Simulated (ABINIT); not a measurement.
SiC (Moissanite):

```
Si C
1.0
     3.07600    0.00000    0.00000
    -1.53800    2.66389    0.00000
     0.00000    0.00000    5.04800
Si C
2 2
Direct
  0.66667 0.33333 0.50000
  0.33333 0.66667 0.00000
  0.66667 0.33333 0.88500
  0.33333 0.66667 0.38500
```

Program: ABINIT 10.8.3 (patched build). Alike in all runs: no spin polarisation; cell as given; smearing fermi-dirac 0.05 eV. Hardware: 1 thread of Arm Neoverse V1, on a shared host.

Task: Order these runs on this cell by their wall time, lowest first.
A. task band structure; level BLYP; potentials or basis PseudoDojo NC SR PBE v0.4.1 standard; k mesh 10 × 10 × 5; cutoff (eV) 1116; mesh quality not flagged
B. task single point; level r2SCAN; potentials or basis JTH PAW PBE v2.0; k mesh 6 × 6 × 3; cutoff (eV) 653; fine-grid cutoff 1251.72 eV; mesh quality not flagged
C. task single point; level LDA; potentials or basis JTH PAW LDA v2.0; k mesh 4 × 4 × 2; cutoff (eV) 544; fine-grid cutoff 1088.46 eV; mesh quality coarse

Result: C (3.9 s), B (48 s), A (130 s).

Caveats: some runs use coarse meshes.

Runs at the PBE level aren't shown here.
